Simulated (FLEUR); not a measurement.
## As: single point with PBE

The system is As.

```
CELL_PARAMETERS angstrom
2.70368 0.00000 0.00000
0.00000 2.70368 0.00000
0.00000 0.00000 2.70368
ATOMIC_POSITIONS crystal
As 0.50000 0.50000 0.50000
```

This isn't the form of As at room conditions, which is rhombohedral.

```
Program             : FLEUR MaX-R8.1 (patched build s14)
Task                : single point
Functional          : PBE
Potentials or basis : all-electron
Basis               : FLAPW
Kmax                : 4.14 1/bohr
k mesh              : 5 × 5 × 5
Occupations         : fermi-dirac, width 0.05 eV
Spin                : no spin polarisation
```

```
Band gap on the k mesh                                : none (metal or under the smearing width)
Valence electrons inside the program's atomic spheres : As 19.30 (radii As 2.37 bohr)
```

Levels at points of the mesh, in eV from the Fermi level:
```
           k point  band 8  band 9  band 10  band 11  band 12  band 13
(0.00, 0.00, 0.00)  -36.06  -15.09     4.05     4.05     4.05     8.49
```

Core levels (eV from the Fermi level):
```
atom                                                                     levels
1 As  1s1/2 -11711.7, 2s1/2 -1481.7, 2p1/2 -1323.3, 2p3/2 -1286.7, 3s1/2 -185.7
```

It took 5.1 s on 2 threads of AMD EPYC 7R43 64-Core Processor (Zen 3), on a shared host, peak memory 0.05 GiB.

Caveat: the k mesh is coarse (spacing up to 0.46 Å⁻¹), so the values aren't converged.
